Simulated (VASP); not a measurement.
Input of a VASP 6.6.1 run:

File INCAR:

```
PREC = Accurate
ENCUT = 520
EDIFF = 1E-7
ISMEAR = 0
SIGMA = 0.02
LREAL = F
LASPH = T
NELM = 100
ALGO = Normal
ISIF = 2
LWAVE = F
LCHARG = F
GGA = PE
NBANDS = 11
```

The input KPOINTS:

```
Automatic mesh
0
Gamma
  8 8 8
```

Contents of POSCAR:

```
BeS
1.0
    0.0000000000      2.3362186295      2.3362186295
    2.3362186295      0.0000000000      2.3362186295
    2.3362186295      2.3362186295      0.0000000000
Be S
1 1
Direct
    0.0000000000      0.0000000000      0.0000000000
    0.2500000000      0.2500000000      0.2500000000
```

Potentials or basis: VASP PAW PBE potentials, release 64 (Be, S).

Run with:

```sh
$ cat potpaw_PBE.64/Be/POTCAR potpaw_PBE.64/S/POTCAR > POTCAR
$ mpirun -np 1 vasp_std > vasp.out
```

Problem. Predict the pressure.

Solution. 15.1 GPa.

Problem. Estimate the band gap on the k mesh.

Solution. 2.83 eV, indirect (least direct gap 5.59 eV).

Caveat: so large a pressure means that the cell lies far from this level's equilibrium, or that cutoff or potentials fall short. A k mesh can miss the band edges.
